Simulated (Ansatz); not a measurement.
## Moving the dispersion correction in CsSnI3

The cell as given:

```xyz
5
Lattice="6.2057 0.0000 0.0000 0.0000 6.2057 0.0000 0.0000 0.0000 6.2057" Properties=species:S:1:pos:R:3 pbc="T T T"
Cs    0.0000    0.0000    0.0000
I     3.1029    3.1029    0.0000
I     3.1029    0.0000    3.1029
I     0.0000    3.1029    3.1029
Sn    3.1029    3.1029    3.1029
```

The cell comes from a database or a generator and needn't be the form met in nature.

The cell was measured well above room temperature.

Kept alike: task relaxation of cell and atoms; functional PBEsol; k mesh 5 × 5 × 5; occupations fermi-dirac, width 0.05 eV; no spin polarisation. Program: Ansatz, Ansatz PAW, cutoff 420 eV. The mesh is that of the run's cell of 5 atoms. No spin-orbit coupling.

```csv
dispersion correction,volume (Å³/atom)
D3(BJ),43.668
D3(BJ)-ATM,43.840
D4,45.334
none,45.733
```

The relaxations keep at least the cell's symmetry (Pm-3m). Relaxations stop with a little pressure left, so the last digits of a volume or edge aren't settled. All rows use potentials made for PBE.

The volume runs from 43.668 (D3(BJ)) to 45.733 Å³/atom (none). Against no correction: D3(BJ) -4.5 %; D3(BJ)-ATM -4.1 %; D4 -0.9 %. Dispersion terms mostly attract and so lower the volume; the schemes' coefficients and damping set how far.
